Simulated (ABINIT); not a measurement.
**How the form of the self-energy moves the gap of CaO (Lime)**

Wanted: the gap of CaO (Lime) under several approximations, with cost.

Method: PBE and many-body steps on it, plane waves, in ABINIT 10.8.3.

## (1) Starting point

The structure is cubic, space group Fm-3m (No. 225). Conventional cell: a = 4.813 Å, b = 4.813 Å, c = 4.813 Å, α = 90.00°, β = 90.00°, γ = 90.00°. Ca has 6 O at 2.41 Å nearest. Nearest to O lie 6 Ca at 2.41 Å. Farther neighbours and most contacts between anions are not listed.

As a file:

```cif
data_structure
_symmetry_space_group_name_H-M 'P 1'
_symmetry_Int_Tables_number 1
_cell_length_a 3.4033
_cell_length_b 3.4033
_cell_length_c 3.4033
_cell_angle_alpha 60.000
_cell_angle_beta 60.000
_cell_angle_gamma 60.000
_cell_volume 27.87
loop_
_atom_site_label
_atom_site_type_symbol
_atom_site_fract_x
_atom_site_fract_y
_atom_site_fract_z
_atom_site_occupancy
Ca1 Ca 0.00000 0.00000 0.00000 1
O2 O 0.50000 0.50000 0.50000 1
```

The cell and positions come from the Crystallography Open Database and are kept as given unless a step says otherwise.

## (2) Empty states on the mesh, 6×6×6 mesh, 251 bands

This step: ABINIT 10.8.3; DFT, PBE, plane waves, norm-conserving pseudopotentials.

The sums over transitions need many empty states on a uniform mesh; this step solves for them.

run.abi

```
acell 3*1.0 Angstrom
rprim 
  -0.000000000000 2.406500000000 2.406500000000
  2.406500000000 -0.000000000000 2.406500000000
  2.406500000000 2.406500000000 -0.000000000000
ntypat 2
znucl 20 8
natom 2
typat 1 2
xred 
  0.000000000000 0.000000000000 0.000000000000
  0.500000000000 0.500000000000 0.500000000000
pp_dirpath "pseudos"
pseudos "Ca.upf, O.upf"
ecut 36
ngkpt 6 6 6
nshiftk 1
shiftk 0 0 0
kptopt 1
chksymbreak 0
irdden 1
istwfk *1
nband 251
prtvol 0
optdriver 6
gwr_task "HDIAGO"
paral_kgb 0
occopt 1
indata_prefix "in"
outdata_prefix "out"
tmpdata_prefix "tmp"
```

Run with:

```console
> OMP_NUM_THREADS=1 mpirun -n 4 abinit run.abi > log
```

The program printed:

```text
.Version 10.8.3 of ABINIT. v10.8.2 released Aug 2026.

 Symmetries : space group Fm -3 m (#225); Bravais cF (face-center cubic)
[... echo of the input left out ...]
== DATASET  1 ==================================================================
-   mpi_nproc: 4, omp_nthreads: 1 (-1 if OMP is not activated)

--- !DatasetInfo
iteration_state: {dtset: 1, }
dimensions: {natom: 2, nkpt: 16, mband: 251, nsppol: 1, nspinor: 1, nspden: 1, mpw: 1964, }
cutoff_energies: {ecut:  36.0, pawecutdg:  -1.0, }
[...]
Indirect band gap semiconductor
 Fundamental gap:     3.662 (eV)
   VBM:     5.064 (eV) at k: [ 0.0000E+00,  0.0000E+00,  0.0000E+00]
   CBM:     8.727 (eV) at k: [ 5.0000E-01,  5.0000E-01,  0.0000E+00]
 Direct gap:         4.037 (eV) at k: [ 5.0000E-01,  5.0000E-01,  0.0000E+00]

== END DATASET(S) ==============================================================
================================================================================

 -outvars: echo values of variables after computation  --------
           etotal      0.0000000000E+00
            nband         251
             nkpt          16
          spgroup         225
 [... the other variables as echoed above ...]

 Calculation completed.
```

It took 30 s on 4 MPI ranks of Arm Neoverse V1, shared host; peak memory 1.1 GiB; 2 min of CPU time.

This step gave:

```yaml
gap: 3.662 eV
k_of_the_valence_top: 0, 0, 0
k_of_the_conduction_bottom: 0.5, 0.5, 0
least_direct_gap: 4.037 eV
k_points_computed: 16
lowest_point_of_the_top_converged_band_above_the_valence_top: 222.7660 eV
```

On this mesh the gap is 3.662 eV.

The density comes from a self-consistent run that is not shown.

## (3) Screening, 6×6×6 mesh, 243 bands, screening to 304.8 eV

The RPA dielectric matrix is built and inverted for each q.

This step: RPA screening on PBE, plane waves, norm-conserving pseudopotentials.

Edit run.abi of step 2 so:

```diff
@@ -20,10 +20,11 @@
 chksymbreak 0
-irdden 1
 istwfk *1
-nband 251
-prtvol 0
-optdriver 6
-gwr_task "HDIAGO"
-paral_kgb 0
 occopt 1
+irdwfk 1
+optdriver 3
+nband 243
+ecuteps 11.2
+inclvkb 2
+awtr 1
+symchi 1
 indata_prefix "in"
```

The program printed:

```text
.Version 10.8.3 of ABINIT. v10.8.2 released Aug 2026.

 Symmetries : space group Fm -3 m (#225); Bravais cF (face-center cubic)
[... echo of the input left out ...]
== DATASET  1 ==================================================================
-   mpi_nproc: 4, omp_nthreads: 1 (-1 if OMP is not activated)

--- !DatasetInfo
iteration_state: {dtset: 1, }
dimensions: {natom: 2, nkpt: 16, mband: 243, nsppol: 1, nspinor: 1, nspden: 1, mpw: 1964, }
cutoff_energies: {ecut:  36.0, pawecutdg:  -1.0, }
electrons: {nelect:   1.60000000E+01, charge:   0.00000000E+00, occopt:   1.00000000E+00, tsmear:   1.00000000E-02, }

 SCREENING: Calculation of the susceptibility and dielectric matrices

 Based on a program developped by R.W. Godby, V. Olevano, G. Onida, and L. Reining.
 Incorporated in ABINIT by V. Olevano, G.-M. Rignanese, and M. Torrent.
.Using double precision arithmetic ; gwpc =  8

[... cell and pseudopotentials left out ...]
--------------------------------------------------------------------------------

 ==== K-mesh for the wavefunctions ====
 Number of points in the irreducible wedge :    16
[... list of points left out ...]
 Together with 48 symmetry operations and time-reversal symmetry
 yields   216 points in the full Brillouin Zone.

 ==== Q-mesh for the screening function ====
 Number of points in the irreducible wedge :    16
[... list of points left out ...]
 Together with 48 symmetry operations and time-reversal symmetry
 yields   216 points in the full Brillouin Zone.

 setmesh: FFT mesh size selected  =    27x   27x   27
          total number of points  =        19683

 vcoul_init : cutoff-mode = AUXILIARY_FUNCTION
 q-points for optical limit:   1
     1)      0.000010    0.000020    0.000030

- screening: taking advantage of time-reversal symmetry
- Maximum band index for partially occupied states nbvw = 8
- Remaining bands to be divided among processors   nbcw = 235
- Number of bands treated by each node ~58

 Number of electrons calculated from density =   16.0000; Expected =   16.0000
 average of density, n =  0.085062
 r_s =    1.4106
 omega_plasma =   28.1335 [eV]

 calculating chi0 at frequencies [eV] :
  1    0.000000E+00    0.000000E+00
  2    0.000000E+00    2.813348E+01

--------------------------------------------------------------------------------
  q-point number  1        q = ( 0.000000, 0.000000, 0.000000) [r.l.u.]
--------------------------------------------------------------------------------
[... chi0 elements left out ...]
 For q-point:  0.000010 0.000020 0.000030
  dielectric constant =   3.5646
  dielectric constant without local fields =   3.9237

  Average fulfillment of the sum rule on Im[epsilon] for q-point    1 :     86.88  [%]
[... wings left out ...]
  q-point number  2        q = ( 0.166667, 0.000000, 0.000000) [r.l.u.]
--------------------------------------------------------------------------------
[... chi0 elements left out ...]
  Average fulfillment of the sum rule on Im[epsilon] for q-point    2 :     89.79  [%]

 [... 14 further q-points ...]
```

Run time: 6.3 min. Hardware: 4 MPI ranks; peak memory 1.9 GiB.

Numbers from this step:

- ε∞ with local fields, on this mesh, along the program's q direction: 3.565
- the same without local fields: 3.924
- plasma frequency: 28.13 eV
- plane waves in the screening matrix: 331

Local fields lower ε∞ by 9 %.

## (4) G0W0, Godby-Needs plasmon pole

The self-energy is evaluated for the states that the input lists, and the levels follow from it, in one-shot runs by the linearised quasiparticle equation.

This step: G0W0 on PBE, plane waves, norm-conserving pseudopotentials.

Edit run.abi of step 3 so:

```diff
@@ -23,8 +23,17 @@
 irdwfk 1
-optdriver 3
+optdriver 4
 nband 243
+gwcalctyp 0
+ecutsigx 36
+symsigma 1
+nkptgw 2
+kptgw 
+  0.0000000000 0.0000000000 0.0000000000
+  0.5000000000 0.5000000000 0.0000000000
+bdgw 
+  6 12
+  7 10
 ecuteps 11.2
-inclvkb 2
-awtr 1
-symchi 1
+irdscr 1
+ppmodel 1
 indata_prefix "in"
```

The program printed:

```text
.Version 10.8.3 of ABINIT. v10.8.2 released Aug 2026.

 Symmetries : space group Fm -3 m (#225); Bravais cF (face-center cubic)
[... echo of the input left out ...]
== DATASET  1 ==================================================================
-   mpi_nproc: 4, omp_nthreads: 1 (-1 if OMP is not activated)

--- !DatasetInfo
iteration_state: {dtset: 1, }
dimensions: {natom: 2, nkpt: 16, mband: 243, nsppol: 1, nspinor: 1, nspden: 1, mpw: 1964, }
cutoff_energies: {ecut:  36.0, pawecutdg:  -1.0, }
electrons: {nelect:   1.60000000E+01, charge:   0.00000000E+00, occopt:   1.00000000E+00, tsmear:   1.00000000E-02, }

 SIGMA: Calculation of the GW corrections

 Based on a program developped by R.W. Godby, V. Olevano, G. Onida, and L. Reining.
 Incorporated in ABINIT by V. Olevano, G.-M. Rignanese, and M. Torrent.
.Using double precision arithmetic ; gwpc =  8

[... cell and pseudopotentials left out ...]
--------------------------------------------------------------------------------

 ==== K-mesh for the wavefunctions ====
 Number of points in the irreducible wedge :    16
[... list of points left out ...]
 Together with 48 symmetry operations and time-reversal symmetry
 yields   216 points in the full Brillouin Zone.

 ==== Q-mesh for screening function ====
 Number of points in the irreducible wedge :    16
[... list of points left out ...]
 Together with 48 symmetry operations and time-reversal symmetry
 yields   216 points in the full Brillouin Zone.

 vcoul_init : cutoff-mode = AUXILIARY_FUNCTION
 q-points for optical limit:   1
     1)      0.000010    0.000020    0.000030
 setmesh: FFT mesh size selected  =    36x   36x   36
          total number of points  =        46656

 Number of electrons calculated from density =   16.0000; Expected =   16.0000
 average of density, n =  0.085062
 r_s =    1.4106
 omega_plasma =   28.1335 [eV]

 === KS Band Gaps ===
  >>>> For spin  1
   Minimum direct gap =   4.0368 [eV], located at k-point      :   0.5000  0.5000  0.0000
   Fundamental gap    =   3.6624 [eV], Top of valence bands at :   0.0000  0.0000  0.0000
                                       Bottom of conduction at :   0.5000  0.5000  0.0000
 SIGMA fundamental parameters:
 PLASMON POLE MODEL  1
 number of plane-waves for SigmaX                 1917
 number of plane-waves for SigmaC and W            331
 number of plane-waves for wavefunctions          1917
 number of bands                                   243
 number of independent spin polarizations            1
 number of spinorial components                      1
 number of k-points in IBZ                          16
 number of q-points in IBZ                          16
 number of symmetry operations                      48
 number of k-points in BZ                          216
 number of q-points in BZ                          216
 number of frequencies for dSigma/dE                 9
 frequency step for dSigma/dE [eV]                0.25
 number of omega for Sigma on real axis              0
 max omega for Sigma on real axis  [eV]           0.00
 zcut for avoiding poles [eV]                     0.10

 EPSILON^-1 parameters (SCR file):
 dimension of the eps^-1 matrix on file            331
 dimension of the eps^-1 matrix used               331
 number of plane-waves for wavefunctions          1917
 number of bands                                   243
 number of q-points in IBZ                          16
 number of frequencies                               2
 number of real frequencies                          1
 number of imag frequencies                          1

 matrix elements of self-energy operator (all in [eV])

 Perturbative Calculation

--- !SelfEnergy_ee
iteration_state: {dtset: 1, }
kpoint     : [   0.000,    0.000,    0.000, ]
spin       : 1
KS_gap     :    4.714
QP_gap     :    6.290
Delta_QP_KS:    1.576
data: !SigmaeeData |
     Band     E0 <VxcDFT>   SigX SigC(E0)      Z dSigC/dE  Sig(E)    E-E0       E
        6   5.064 -19.387 -24.633   3.786   0.778  -0.285 -20.523  -1.136   3.928
        7   5.064 -19.387 -24.633   3.786   0.778  -0.285 -20.523  -1.136   3.928
        8   5.064 -19.387 -24.633   3.786   0.778  -0.285 -20.523  -1.136   3.928
        9   9.779 -10.893  -6.430  -3.941   0.843  -0.186 -10.453   0.440  10.219
       10  11.292 -13.900  -7.002  -4.868   0.841  -0.189 -12.193   1.707  12.999
       11  11.292 -13.900  -7.002  -4.868   0.841  -0.189 -12.193   1.707  12.999
       12  11.292 -13.900  -7.002  -4.868   0.841  -0.189 -12.193   1.707  12.999

--- !SelfEnergy_ee
iteration_state: {dtset: 1, }
kpoint     : [   0.500,    0.500,    0.000, ]
spin       : 1
KS_gap     :    4.037
QP_gap     :    6.360
Delta_QP_KS:    2.324
data: !SigmaeeData |
     Band     E0 <VxcDFT>   SigX SigC(E0)      Z dSigC/dE  Sig(E)    E-E0       E
        7   4.690 -18.916 -24.314   3.805   0.778  -0.286 -20.155  -1.240   3.450
        8   4.690 -18.916 -24.314   3.805   0.778  -0.286 -20.155  -1.240   3.450
        9   8.727 -11.430  -5.899  -4.255   0.850  -0.177 -10.346   1.084   9.811
       10  13.087 -16.112  -8.832  -5.007   0.832  -0.202 -14.221   1.891  14.978

== END DATASET(S) ==============================================================
================================================================================

 -outvars: echo values of variables after computation  --------
           etotal      0.0000000000E+00
            nband         243
             nkpt          16
          spgroup         225
 [... the other variables as echoed above ...]

 Calculation completed.
```

Run time: 76 s. Hardware: 4 MPI ranks; peak memory 2.1 GiB.

Numbers from this step:

```yaml
g0w0_gap_on_the_points_computed: 5.883 eV
starting_gap_on_the_mesh: 3.662 eV
k_of_the_valence_top: 0, 0, 0
k_of_the_conduction_bottom: 0.5, 0.5, 0
z_at_the_valence_top: 0.778
z_at_the_conduction_bottom: 0.85
least_direct_g0w0_gap_on_the_computed_points: 6.291 eV
```

The gap on the mesh goes from 3.66 eV to 5.88 eV, a correction of +2.22 eV.

## (5) G0W0, Hybertsen-Louie plasmon pole

Edit run.abi of step 4 so:

```diff
@@ -37,3 +37,3 @@
 irdscr 1
-ppmodel 1
+ppmodel 2
 indata_prefix "in"
```

The program printed:

```text
.Version 10.8.3 of ABINIT. v10.8.2 released Aug 2026.

 Symmetries : space group Fm -3 m (#225); Bravais cF (face-center cubic)
[... echo of the input left out ...]
== DATASET  1 ==================================================================
-   mpi_nproc: 4, omp_nthreads: 1 (-1 if OMP is not activated)

--- !DatasetInfo
iteration_state: {dtset: 1, }
dimensions: {natom: 2, nkpt: 16, mband: 243, nsppol: 1, nspinor: 1, nspden: 1, mpw: 1964, }
cutoff_energies: {ecut:  36.0, pawecutdg:  -1.0, }
electrons: {nelect:   1.60000000E+01, charge:   0.00000000E+00, occopt:   1.00000000E+00, tsmear:   1.00000000E-02, }

 SIGMA: Calculation of the GW corrections

 Based on a program developped by R.W. Godby, V. Olevano, G. Onida, and L. Reining.
 Incorporated in ABINIT by V. Olevano, G.-M. Rignanese, and M. Torrent.
.Using double precision arithmetic ; gwpc =  8

[... cell and pseudopotentials left out ...]
--------------------------------------------------------------------------------

 ==== K-mesh for the wavefunctions ====
 Number of points in the irreducible wedge :    16
[... list of points left out ...]
 Together with 48 symmetry operations and time-reversal symmetry
 yields   216 points in the full Brillouin Zone.

 ==== Q-mesh for screening function ====
 Number of points in the irreducible wedge :    16
[... list of points left out ...]
 Together with 48 symmetry operations and time-reversal symmetry
 yields   216 points in the full Brillouin Zone.

 vcoul_init : cutoff-mode = AUXILIARY_FUNCTION
 q-points for optical limit:   1
     1)      0.000010    0.000020    0.000030
 setmesh: FFT mesh size selected  =    36x   36x   36
          total number of points  =        46656

 Number of electrons calculated from density =   16.0000; Expected =   16.0000
[...]
number of omega for Sigma on real axis              0
 max omega for Sigma on real axis  [eV]           0.00
 zcut for avoiding poles [eV]                     0.10

 EPSILON^-1 parameters (SCR file):
 dimension of the eps^-1 matrix on file            331
 dimension of the eps^-1 matrix used               331
 number of plane-waves for wavefunctions          1917
 number of bands                                   243
 number of q-points in IBZ                          16
 number of frequencies                               2
 number of real frequencies                          1
 number of imag frequencies                          1

 matrix elements of self-energy operator (all in [eV])

 Perturbative Calculation

--- !SelfEnergy_ee
iteration_state: {dtset: 1, }
kpoint     : [   0.000,    0.000,    0.000, ]
spin       : 1
KS_gap     :    4.714
QP_gap     :    6.601
Delta_QP_KS:    1.887
data: !SigmaeeData |
     Band     E0 <VxcDFT>   SigX SigC(E0)      Z dSigC/dE  Sig(E)    E-E0       E
        6   5.064 -19.387 -24.633   3.019   0.822  -0.217 -21.218  -1.830   3.234
        7   5.064 -19.387 -24.633   3.019   0.822  -0.217 -21.218  -1.830   3.234
        8   5.064 -19.387 -24.633   3.019   0.822  -0.217 -21.218  -1.830   3.234
[...]
--- !SelfEnergy_ee
iteration_state: {dtset: 1, }
kpoint     : [   0.500,    0.500,    0.000, ]
spin       : 1
KS_gap     :    4.037
QP_gap     :    6.697
Delta_QP_KS:    2.660
data: !SigmaeeData |
     Band     E0 <VxcDFT>   SigX SigC(E0)      Z dSigC/dE  Sig(E)    E-E0       E
[...]
9   8.727 -11.430  -5.899  -4.684   0.883  -0.133 -10.683   0.747   9.474
       10  13.087 -16.112  -8.832  -5.497   0.877  -0.140 -14.548   1.564  14.651

== END DATASET(S) ==============================================================
================================================================================

 -outvars: echo values of variables after computation  --------
           etotal      0.0000000000E+00
            nband         243
             nkpt          16
          spgroup         225
 [... the other variables as echoed above ...]

 Calculation completed.
```

Elapsed: 74 s, on 4 MPI ranks; peak memory 2 GiB; 4.9 min of CPU time.

Numbers from this step:

```yaml
g0w0_gap_on_the_points_computed: 6.24 eV
starting_gap_on_the_mesh: 3.662 eV
k_of_the_valence_top: 0, 0, 0
k_of_the_conduction_bottom: 0.5, 0.5, 0
z_at_the_valence_top: 0.822
z_at_the_conduction_bottom: 0.883
least_direct_g0w0_gap_on_the_computed_points: 6.601 eV
```

Against G0W0 in ABINIT (6×6×6 mesh, 243 bands, screening to 304.8 eV, Godby-Needs plasmon pole), the gap moves by +0.357 eV.

## (6) G0W0, von der Linden-Horsch plasmon pole

Edit run.abi of step 5 so:

```diff
@@ -37,3 +37,3 @@
 irdscr 1
-ppmodel 2
+ppmodel 3
 indata_prefix "in"
```

The program printed:

```text
.Version 10.8.3 of ABINIT. v10.8.2 released Aug 2026.

 Symmetries : space group Fm -3 m (#225); Bravais cF (face-center cubic)
[... echo of the input left out ...]
== DATASET  1 ==================================================================
-   mpi_nproc: 4, omp_nthreads: 1 (-1 if OMP is not activated)

--- !DatasetInfo
iteration_state: {dtset: 1, }
dimensions: {natom: 2, nkpt: 16, mband: 243, nsppol: 1, nspinor: 1, nspden: 1, mpw: 1964, }
cutoff_energies: {ecut:  36.0, pawecutdg:  -1.0, }
[...]
Band     E0 <VxcDFT>   SigX SigC(E0)      Z dSigC/dE  Sig(E)    E-E0       E
[...]
9   8.727 -11.430  -5.899  -4.802   0.905  -0.105 -10.770   0.659   9.386
       10  13.087 -16.112  -8.832  -5.453   0.889  -0.124 -14.487   1.625  14.712

== END DATASET(S) ==============================================================
================================================================================

 -outvars: echo values of variables after computation  --------
           etotal      0.0000000000E+00
            nband         243
             nkpt          16
          spgroup         225
 [... the other variables as echoed above ...]

 Calculation completed.
```

Run time: 26 s. Hardware: 4 MPI ranks; peak memory 1.9 GiB; 1.7 min of CPU time.

Numbers from this step:

```
G0W0 gap on the points computed              : 6.060 eV
starting gap on the mesh                     : 3.662 eV
k of the valence top                         : 0, 0, 0
k of the conduction bottom                   : 0.5, 0.5, 0
least direct G0W0 gap on the computed points : 6.437 eV
```

Against G0W0 in ABINIT (6×6×6 mesh, 243 bands, screening to 304.8 eV, Godby-Needs plasmon pole), the gap moves by +0.177 eV.

(Continued in part 2 of 2.)

[Paths, hosts, dates, memory and timing lines, banners, echoed tables and standing remarks are left out of the program output.]

[Logs are printed without paths, hosts, clocks, repeated set-up lines and the standing remarks that a program may print on its own settings, such as how far it seeks lower states.]

[Runs of the session that timed out or met a known fault of the program may be left out.]

[Hosts, paths, dates, database ids (printed as entryN), source tags and the programs' standing remarks are cut or masked in the printed files.]

[G0W0 gaps are taken among the corrected bands and points alone; a level outside them can change the order at an edge.]

[Where Ansatz stands beside ABINIT at settings called matched, ABINIT's density can come from a denser mesh and the files from another edition; pairs whose starting gaps differed by over 0.03 eV were left out, so agreement reads better than it is.]
